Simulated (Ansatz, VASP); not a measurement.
## KF in two plane-wave programs

Aim: how closely do two programs agree when they are given the same cell, functional and k mesh?

Calculated with Ansatz 0.2.0; plane waves, with VASP 6.6.1 beside it; single point at LDA.

## Step 1: The structure

Symmetry: Pm-3m, No. 221, cubic system. Conventional cell: a = 3.259 Å, b = 3.259 Å, c = 3.259 Å, α = 90.00°, β = 90.00°, γ = 90.00°. K has 8 F at 2.82 Å nearest. Nearest to F lie 8 K at 2.82 Å. Farther neighbours and most contacts between anions are not listed.

Coordinates:

```
K F
1.0
     3.25895    0.00000    0.00000
     0.00000    3.25895    0.00000
     0.00000    0.00000    3.25895
K F
1 1
Direct
  0.00000 0.00000 0.00000
  0.50000 0.50000 0.50000
```

## Step 2: VASP: single point, LDA

A single point gives forces, pressure and levels at one fixed geometry, so differences don't come from the geometry; what else differs is listed under the comparison.

Lines of VASP's logs that name or quote its potential files are left out, and so is its time.

File INCAR:

```
SYSTEM = KF
PREC = Accurate
ENCUT = 520
EDIFF = 1E-07
NELM = 100
ISMEAR = 0
SIGMA = 0.01
LREAL = .FALSE.
ALGO = Normal
GGA = CA
NBANDS = 14
LORBIT = 11
LWAVE = .FALSE.
LCHARG = .FALSE.
KPAR = 2
```

File POSCAR:

```
KF
1.0
    3.2589550000      0.0000000000      0.0000000000
    0.0000000000      3.2589550000      0.0000000000
    0.0000000000      0.0000000000      3.2589550000
K F
1 1
Direct
    0.0000000000      0.0000000000      0.0000000000
    0.5000000000      0.5000000000      0.5000000000
```

File KPOINTS:

```
Automatic mesh
0
Gamma
6 6 6
0 0 0
```

Potentials, in the order of the species: K_sv and F (PBE family, release 64).

On the command line:

```sh
> mpirun -np 2 vasp_std
```

Numbers of over 12 decimals in the logs are rounded to 6 here.

What it wrote:

```text
[banner, memory and clock lines left out]
running    2 mpi-ranks, on    1 nodes
 distrk:  each k-point on    1 cores,    2 groups
 distr:  one band on    1 cores,    1 groups

 POSCAR found type information on POSCAR K F
 POSCAR found :  2 types and       2 ions
|                                                                             |
|               ----> ADVICE to this user running VASP <----                  |
|                                                                             |
|     You enforced a specific xc type in the INCAR file but a different       |
|     [... a line on the potential file left out ...]
|     I HOPE YOU KNOW WHAT YOU ARE DOING!                                     |
|                                                                             |

 LDA part: xc-table for (Slater(with rela. corr.)+CA(PZ))
 , standard interpolation
 POSCAR, INCAR and KPOINTS ok, starting setup
 FFT: planning ... GRIDC
 FFT: planning ... GRID_SOFT
 FFT: planning ... GRID
 WAVECAR not read
 entering main loop
       N       E                     dE             d eps       ncg     rms          rms(c)
DAV:   1     0.107811222166E+03    0.10781E+03   -0.85680E+03   560   0.113E+03
DAV:   2    -0.623347128640E+01   -0.11404E+03   -0.10431E+03   732   0.298E+02
DAV:   3    -0.994170201699E+01   -0.37082E+01   -0.36968E+01   666   0.491E+01
DAV:   4    -0.100294587450E+02   -0.87757E-01   -0.87701E-01   770   0.685E+00
DAV:   5    -0.100309601078E+02   -0.15014E-02   -0.15014E-02   678   0.795E-01    0.536E+00
DAV:   6    -0.906026372163E+01    0.97070E+00   -0.24238E+00   608   0.134E+01    0.419E+00
DAV:   7    -0.899243325982E+01    0.67830E-01   -0.92319E-02   678   0.253E+00    0.243E+00
DAV:   8    -0.895123525966E+01    0.41198E-01   -0.51838E-02   644   0.230E+00    0.378E-01
DAV:   9    -0.895138185681E+01   -0.14660E-03   -0.36160E-03   646   0.600E-01    0.114E-01
DAV:  10    -0.895132886790E+01    0.52989E-04   -0.29770E-04   702   0.166E-01    0.826E-02
DAV:  11    -0.895134535427E+01   -0.16486E-04   -0.25175E-05   658   0.522E-02    0.112E-02
DAV:  12    -0.895134056873E+01    0.47855E-05   -0.73185E-06   644   0.271E-02    0.204E-03
DAV:  13    -0.895134081407E+01   -0.24534E-06   -0.72406E-07   684   0.743E-03    0.234E-03
DAV:  14    -0.895134066352E+01    0.15055E-06   -0.27954E-07   632   0.474E-03    0.317E-04
DAV:  15    -0.895134066455E+01   -0.10314E-08   -0.11677E-08   280   0.953E-04
   1 F= -.89513407E+01 E0= -.89513407E+01  d E =-.118273E-36
```

From OUTCAR (step 2):

```text
ion  position               nearest neighbor table
   1  0.000  0.000  0.000-   2 2.82   2 2.82   2 2.82   2 2.82   2 2.82   2 2.82   2 2.82   2 2.82

  LATTYP: Found a simple cubic cell.
 ALAT       =     3.2589550000

 Subroutine GETGRP returns: Found 48 space group operations
 (whereof 48 operations were pure point group operations)

The static configuration has the point symmetry O_h .

 Found     20 irreducible k-points:

   k-points           NKPTS =     20   k-points in BZ     NKDIM =     20   number of bands    NBANDS=     14

   dimension x,y,z NGX =    24 NGY =   24 NGZ =   24
   dimension x,y,z NGXF=    48 NGYF=   48 NGZF=   48

   ENCUT  =  520.0 eV  38.22 Ry    6.18 a.u.   6.06  6.06  6.06*2*pi/ulx,y,z

   NELECT =      16.0000    total number of electrons

 k-points in reciprocal lattice and weights: Automatic mesh
   0.00000000  0.00000000  0.00000000       0.005
   0.16666667  0.00000000  0.00000000       0.028
   0.33333333  0.00000000  0.00000000       0.028
   0.50000000  0.00000000  0.00000000       0.014
   0.16666667  0.16666667  0.00000000       0.056
   0.33333333  0.16666667  0.00000000       0.111
   0.50000000  0.16666667  0.00000000       0.056
   0.33333333  0.33333333  0.00000000       0.056
   0.50000000  0.33333333  0.00000000       0.056
[...]
0.50000000  0.50000000  0.33333333       0.028
   0.50000000  0.50000000  0.50000000       0.005

 average (electrostatic) potential at core
       1 -35.9900       2 -77.3188

 E-fermi :  -2.3998

 k-point     1 :       0.0000    0.0000    0.0000
  band No.  band energies     occupation
    ...
      4     -12.2300      2.00000
      5     -12.2300      2.00000
      6      -2.5375      2.00000
      7      -2.5375      2.00000
      8      -2.5375      2.00000
      9       3.4253      0.00000
     10       5.5904      0.00000
     11       5.5904      0.00000
     12      11.3858      0.00000
     13      11.3858      0.00000
    ...

 k-point     2 :       0.1667    0.0000    0.0000
  band No.  band energies     occupation
    ...
      4     -12.2006      2.00000
      5     -12.2006      2.00000
      6      -2.8967      2.00000
      7      -2.5658      2.00000
      8      -2.5658      2.00000
      9       4.1475      0.00000
     10       5.8083      0.00000
     11       6.2045      0.00000
     12      10.9160      0.00000
     13      10.9160      0.00000
    ...

 k-point     3 :       0.3333    0.0000    0.0000
  band No.  band energies     occupation
    ...
      4     -12.1409      2.00000
      5     -12.1409      2.00000
      6      -3.5021      2.00000
      7      -2.6254      2.00000
      8      -2.6254      2.00000
      9       5.6743      0.00000
     10       6.3228      0.00000
     11       7.4883      0.00000
     12      10.1794      0.00000
     13      10.1794      0.00000
    ...

  Total       -1.2403498     -1.2403498     -1.2403498      0.0000000      0.0000000      0.0000000
  in kB      -57.4142490    -57.4142490    -57.4142490      0.0000000      0.0000000      0.0000000
  external PRESSURE =     -57.4142490 kB  Pullay stress =       0.0000000 kB

  energy-cutoff  :      520.00
  volume of cell :       34.61
      direct lattice vectors                 reciprocal lattice vectors
     3.258955000  0.000000000  0.000000000     0.306846827  0.000000000  0.000000000
     0.000000000  3.258955000  0.000000000     0.000000000  0.306846827  0.000000000
     0.000000000  0.000000000  3.258955000     0.000000000  0.000000000  0.306846827

 POSITION                                       TOTAL-FORCE (eV/Angst)
 -----------------------------------------------------------------------------------
      0.00000      0.00000      0.00000         0.000000      0.000000      0.000000
      1.62948      1.62948      1.62948         0.000000      0.000000      0.000000
 -----------------------------------------------------------------------------------
    total drift:                                0.000000      0.000000     -0.000000

  FREE ENERGIE OF THE ION-ELECTRON SYSTEM (eV)
  ---------------------------------------------------
  free  energy   TOTEN  =        -8.9513406646 eV

  energy  without entropy=       -8.9513406646  energy(sigma->0) =       -8.95134066

 total charge
# of ion       s       p       d       tot
------------------------------------------
    1        1.952   5.517   0.030   7.499
    2        1.721   4.311   0.000   6.032
--------------------------------------------------
tot          3.672   9.828   0.030  13.531

[... 3 further parts left out ...]
```

The PAW data sets were made with PBE, though LDA sets exist; this is a small mismatch.

## Step 3: Ansatz: single point, LDA

Ansatz runs on its default PAW (the set named soft_2) files.

The same cell, functional (in two slightly different forms), mesh and smearing now go to Ansatz, which takes its cutoff from its data sets.

File input.yaml:

```yaml
crystal:
  lattice:
    - [3.258955, 0.0, 0.0]
    - [0.0, 3.258955, 0.0]
    - [0.0, 0.0, 3.258955]
  atoms:
    - { symbol: K, position: [0.0, 0.0, 0.0] }
    - { symbol: F, position: [0.5, 0.5, 0.5] }
hamiltonian:
  xc: lda
  pseudopotentials: { kind: paw }
kpoints:
  mp_grid: { grid: [6, 6, 6] }
scf:
  occupations: { method: gaussian, width: 0.01 }
  n_extra_bands: 4
output:
  forces: true
  stress: true
  eigenvalues: true
  write_density: true
  write_potential: true
  elf: true
  volumetric_format: npy
```

On the command line:

```sh
> ansatz run input.yaml --threads 2 --pin off --max-ram 4608MiB --backend cpu --events-out ev --progress --plain --runs-dir out
```

What it wrote:

```text
scf.n_extra_bands = 4 over 8 filled bands (N_el = 16.0): the run solves 12 bands
Engine: ansatz 0.2.0, aarch64-unknown-linux-gnu
Pseudopotentials: kind: paw
Pseudopotential: K, paw, valence charge 9, recommended cutoff 420 eV (normal), K.paw.azcp
Pseudopotential: F, paw, valence charge 7, recommended cutoff 420 eV (normal), F.paw.azcp
Functional definition: SPW92
  exchange = slater_x
  correlation = pw_c
Crystal: 2 atoms, lattice volume = 34.613 Å³
Basis set: ecut = 420 eV, 691 PW (Γ)
Bands: 12, of which v1, the nominal top of the filled ones, is band 8 counted from 1 (7 counted from 0)
Symmetry: 48 space group operations
Space group: Pm-3m (ITA 221), of the structure as read, at distance tolerance 3.3e-5 Å
k-points: 20 of 216
Non-local potential: K, projectors of the file, l = 0: 3, l = 1: 2, l = 2: 2
Non-local potential: F, projectors of the file, l = 0: 2, l = 1: 2, l = 2: 1
PAW form: soft (Blöchl's): semilocal exchange-correlation on the pseudo side does not see the compensation charge
PAW frozen core: K, regenerated for the run's functional, and the local potential with it (the file was generated under x = pbe(κ = 0.804, μ = 0.219515), c = pbe(β = 0.066725))
PAW frozen core: F, regenerated for the run's functional, and the local potential with it (the file was generated under x = pbe(κ = 0.804, μ = 0.219515), c = pbe(β = 0.066725))
PAW one-centre angular grid: K, 110 points (default); XC on 64 Gauss nodes
PAW one-centre angular grid: F, 110 points (default); XC on 64 Gauss nodes
Initial density: superposition of atomic densities (neutral atoms: chi_scale 0, normalization atom), corrected by the library's trained network
Initial wavefunctions: pseudopotential atomic-orbital guess
Functional: x = slater, c = lda
SCF iter   1: F=—  HF=-2292.589553 eV  |F-HF|=—  |Δ(HF+E_count)|=         —  Δρ=1.78e-2  dr2=8.40e-2  ethr=1.77e-3  ⟨swp⟩=6.0  Hψ=1571  notcnv=0
preconditioner: auto → none  [insulator: Δε(μ)=5.598 eV  Ē_g=17.201 eV  σ=0.010 eV  W_gap=1.00  n_scr=6 (ndim 8)  ℏωp=23.6 eV  f_vac=0.000  D(μ)=0.00/eV (n_scr^D=0)  ε∞_Penn≈2.9]
SCF iter   2: F=—  HF=-2292.572360 eV  |F-HF|=—  |Δ(HF+E_count)|=   1.72e-2  Δρ=1.24e-2  dr2=2.84e-2  ethr=5.25e-4  ⟨swp⟩=2.0  Hψ=611  notcnv=0
SCF iter   3: F=—  HF=-2292.564241 eV  |F-HF|=—  |Δ(HF+E_count)|=   8.12e-3  Δρ=2.44e-3  dr2=1.09e-3  ethr=1.77e-4  ⟨swp⟩=2.0  Hψ=426  notcnv=0
SCF iter   4: F=—  HF=-2292.563876 eV  |F-HF|=—  |Δ(HF+E_count)|=   3.66e-4  Δρ=4.20e-4  dr2=2.08e-5  ethr=6.79e-6  ⟨swp⟩=3.0  Hψ=469  notcnv=0
SCF iter   5: F=—  HF=-2292.563867 eV  |F-HF|=—  |Δ(HF+E_count)|=   8.15e-6  Δρ=5.94e-5  dr2=9.75e-7  ethr=1.30e-7  ⟨swp⟩=2.0  Hψ=386  notcnv=0
SCF iter   6: F=-2292.563867 eV  HF=-2292.563867 eV  |F-HF|=3.67e-9  |Δ(HF+E_count)|=   2.47e-7  Δρ=5.27e-6  dr2=6.98e-9  ethr=6.25e-10  ⟨swp⟩=8.1  Hψ=1576  notcnv=0
SCF 1 converged in 6 iterations: F = -2292.563867 eV  dr2 = 6.98e-9
  greatest PAW one-centre occupation: 0.985 electrons in one spin orbital (limit 2), on the K atom at site 0 (counted from 0), in its partial waves of l = 0
SCF converged after 6 iterations
Free energy (F): -2292.563867 eV
Harris-Foulkes:  -2292.563867 eV  (|F-HF|=3.67e-9)
Internal energy: -2292.563867 eV  (E = F + TS)
E sigma→0 (E₀):  -2292.563867 eV
Fermi energy:    5.175537 eV
--- Per-component energies (eV) ---
  E_band       = -117.707378
  E_kinetic    = 458.582282
  E_local      = -1020.976160  (includes V_loc(G=0)·N_el)
  E_nonlocal   = 90.872225
  E_hartree    = 358.087919
  E_xc         = -211.619775
  E_vxc        = -265.345569  (∫ρ·V_xc dr)
  E_paw        = -929.776293  (= ΣΔE_a)
  E_vpaw       = -97.020654  (= ΣTr[D̂ρ^β])
  E_aug_tail   = 0.002018  (compensation charges beyond the density's cutoff)
  E_ewald      = -1038.106835
  E_core_change = 0.370752  (= ΣΔE_core)
  E_smearing   = -0.000000  (= −TS)
  E_closure    = -0.000000  (closes the sum)
  Σ components = -2292.563867   (vs F -2292.563867, Δ=0.00e0)
--- Forces (eV/Å), atoms counted from 1 ---
  atom   1  K      0.00000000     0.00000000     0.00000000
  atom   2  F      0.00000000    -0.00000000     0.00000000
  max |Σ_I F_I| component: 3.81e-29 eV/Å
--- Stress (GPa, compression-positive) ---
       -5.750718       0.000000       0.000000
        0.000000      -5.750718       0.000000
        0.000000       0.000000      -5.750718
  P = ⅓ Tr σ = -5.7507 GPa (-57.507 kbar)
--- Band table (eV; the first three rows and the last of 20) ---
  k-point 0: bands = [... 4 lower, -7.5417, 2.1626, 2.1626, 2.1626, 8.1385, 10.3142, 10.3142, 15.9008]
  k-point 1: bands = [... 4 lower, -7.5125, 1.8047, 2.1348, 2.1348, 8.8589, 10.5305, 10.9208, 15.4709]
  k-point 2: bands = [... 4 lower, -7.4531, 1.2011, 2.0750, 2.0750, 10.3837, 11.0403, 12.1867, 14.7843]
  k-point 19: bands = [... 4 lower, -8.1471, 1.1356, 1.1356, 1.1356, 12.4881, 12.4881, 12.4881, 16.9710]
```

Run time: 0.61 s. Hardware: 2 threads of Arm Neoverse V1, shared host; peak memory 0.26 GiB.

The run ends at a pressure of -5.75 GPa.

## Step 4: Comparison

Known differences besides the potentials themselves: the two LDA forms differ slightly; the cutoff is 420 eV in Ansatz and 520 eV in VASP; Ansatz makes its cores anew for this functional, VASP keeps those of its PBE data sets; VASP's log shows a relativistic correction to its local exchange, Ansatz's none. Total energies have different zeros and are not compared.

Both answers:

```
                                        quantity  Ansatz   VASP  difference
                                  pressure (GPa)   -5.75  -5.74       -0.01
pressure without Ansatz's Pulay correction (GPa)   -6.25  -5.74       -0.50
                          gap on the k mesh (eV)   5.926  5.912      +0.014
```

A gap on the mesh is an upper bound, since the band edges may lie between its points. Ansatz's pressure holds a Pulay correction of 0.50 GPa; VASP's holds none.

## Step 5: Summary of results

* difference in gap on the k mesh (single point, LDA): 0.014 eV

In words: The difference in gap on the k mesh is 0.014 eV (single point, LDA), within the 0.08 eV picked in this series as the mark of a large difference. Such differences can come from data sets, numerical settings and the points named under the comparisons, not from the functional's error against experiment.

[Lines on the potential files, build, host, timing and source positions are cut from VASP's logs without a mark.]

[Logs are printed without paths, hosts, clocks, repeated set-up lines and the standing remarks that a program may print on its own settings, such as how far it seeks lower states.]

[Hosts, paths, dates, database ids (printed as entryN), source tags and the programs' standing remarks are cut or masked in the printed files.]

[VASP's PBE data sets in a run with another functional are called a small mismatch above; for pressures it isn't always small: they can move by 1 GPa and more.]
